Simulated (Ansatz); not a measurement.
The structure comes from a relaxation in the same program, started in the fcc type. Whether it is a known phase or the ground state wasn't checked. The listed cell was then made from it by scaling, straining or moving an atom.

Os: DFT, PBE, PAW with Ansatz's default frozen-core files, scalar-relativistic (Ansatz 0.2.0). What sets it apart from a plain run of this crystal: volume scaled by 1.06.

```yaml
crystal:
  lattice:
    - [0.0, 1.9660672732, 1.9660672732]
    - [1.9660672732, 0.0, 1.9660672732]
    - [1.9660672732, 1.9660672732, 0.0]
  atoms:
    - { symbol: Os, position: [0.0, 0.0, 0.0] }
kpoints:
  mp_grid: { grid: [17, 17, 17] }
scf:
  occupations: { method: fermi_dirac, width: 0.05 }
hamiltonian:
  xc: pbe
  pseudopotentials: { kind: paw }
output:
  forces: true
  stress: true
  eigenvalues: true
  efg: { contact_densities: true }
```

Output (standing set-up lines are left out):

```
Crystal: 1 atoms, lattice volume = 15.199 Å³
Basis set: ecut = 420 eV, 307 PW (Γ), exchange–correlation on 40×40×40 points (8 copies of the dense FFT grid, shifted against one another)
Space group: Fm-3m (ITA 225), of the structure as read, at distance tolerance 2.5e-5 Å
SCF iter   1: F=—  HF=-11384.349992 eV  |F-HF|=—  |Δ(HF+E_count)|=         —  Δρ=5.31e-3  dr2=7.29e-4  ethr=1.77e-3  ⟨swp⟩=5.1  Hψ=10129  notcnv=0
preconditioner: auto → none  [metal: Δε(μ)=0.013 eV  Ē_g=11.134 eV  σ=0.050 eV  W_gap=0.07  n_scr=0 (ndim 8)  ℏωp=26.9 eV  f_vac=0.000  D(μ)=1.29/eV (n_scr^D=14)]
SCF iter   2: F=—  HF=-11384.350210 eV  |F-HF|=—  |Δ(HF+E_count)|=   2.18e-4  Δρ=2.71e-3  dr2=1.96e-4  ethr=4.56e-6  ⟨swp⟩=2.2  Hψ=3829  notcnv=0
SCF iter   3: F=—  HF=-11384.350535 eV  |F-HF|=—  |Δ(HF+E_count)|=   3.25e-4  Δρ=4.47e-4  dr2=3.04e-5  ethr=1.22e-6  ⟨swp⟩=2.0  Hψ=2669  notcnv=0
SCF iter   4: F=—  HF=-11384.350521 eV  |F-HF|=—  |Δ(HF+E_count)|=   1.33e-5  Δρ=1.65e-4  dr2=3.59e-6  ethr=1.90e-7  ⟨swp⟩=2.5  Hψ=2610  notcnv=0
iter 5 did not close the SCF: its close was put off for the readings that it lacked (scf_convergence_deferred on its scf_iter line)
SCF iter   5: F=-11384.350520 eV  HF=-11384.350520 eV  |F-HF|=6.26e-9  |Δ(HF+E_count)|=   9.89e-7  Δρ=1.41e-5  dr2=1.01e-8  ethr=2.24e-8  ⟨swp⟩=2.4  Hψ=2898  notcnv=0
SCF iter   6: F=-11384.350520 eV  HF=-11384.350520 eV  |F-HF|=1.09e-11  |Δ(HF+E_count)|=   9.46e-9  Δρ=9.27e-7  dr2=3.99e-11  ethr=6.33e-11  ⟨swp⟩=2.1  Hψ=6043  notcnv=0
SCF 1 converged in 6 iterations: F = -11384.350520 eV  dr2 = 3.99e-11
  greatest PAW one-centre occupation: 1.000 electrons in one spin orbital (limit 2), on the Os atom at site 0 (counted from 0), in its partial waves of l = 0
SCF converged after 6 iterations
Free energy (F): -11384.350520 eV
Harris-Foulkes:  -11384.350520 eV  (|F-HF|=1.09e-11)
Internal energy: -11384.340401 eV  (E = F + TS)
E sigma→0 (E₀):  -11384.345461 eV
Entropy (-TS):   -0.010120 eV (-10.120 meV/atom)
Fermi energy:    23.423946 eV
--- Per-component energies (eV) ---
  E_band       = -100.233090
  E_kinetic    = 559.119736
  E_local      = -864.386890  (includes V_loc(G=0)·N_el)
  E_nonlocal   = -2.494009
  E_hartree    = 349.521030
  E_xc         = -265.635086
  E_vxc        = -282.610999  (∫ρ·V_xc dr)
  E_paw        = -9011.350017  (= ΣΔE_a)
  E_vpaw       = -208.903074  (= ΣTr[D̂ρ^β])
  E_aug_tail   = -0.000066  (compensation charges beyond the density's cutoff)
  E_ewald      = -2149.115098
  E_smearing   = -0.010120  (= −TS)
  E_closure    = 0.000000  (closes the sum)
  Σ components = -11384.350520   (vs F -11384.350520, Δ=0.00e0)
--- Forces (eV/Å), atoms counted from 1 ---
  atom   1  Os     0.00000000     0.00000000    -0.00000000
  max |Σ_I F_I| component: 1.19e-31 eV/Å
--- Stress (GPa, compression-positive) ---
      -19.741625       0.000000      -0.000000
        0.000000     -19.741625      -0.000000
        0.000000      -0.000000     -19.741625
  P = ⅓ Tr σ = -19.7416 GPa (-197.416 kbar)
--- PAW observables at the nuclei: V_zz in 10²¹ V/m², potentials from the cell's mean, atoms counted from 1 ---
  atom   1  Os V_zz =    -0.000000   η = 0.0000   by run symmetry: forbidden
            electrostatic potential = -15466.919562 V   contact ρ = 10311529.712417 e/Å³
--- Band table (eV; the first three rows and the last of 165) ---
  k-point 0: bands = ["-62.9503", "-21.9373", "-21.9373", "-21.9373", "13.2979", "20.7625", "20.7625", "20.7625", "23.4606", "23.4606", "36.8603", "42.1305"]
  k-point 1: bands = ["-62.9480", "-21.9660", "-21.9412", "-21.9412", "13.4475", "20.6740", "20.8287", "20.8287", "23.4139", "23.4139", "37.1294", "41.4399"]
  k-point 2: bands = ["-62.9414", "-22.0475", "-21.9523", "-21.9523", "13.8793", "20.4498", "20.9982", "20.9982", "23.3158", "23.3158", "37.8570", "40.0915"]
  k-point 164: bands = ["-62.8595", "-22.4983", "-22.4484", "-22.2386", "18.2675", "19.4162", "19.8894", "22.7910", "26.1012", "31.3781", "33.0251", "33.2584"]
```
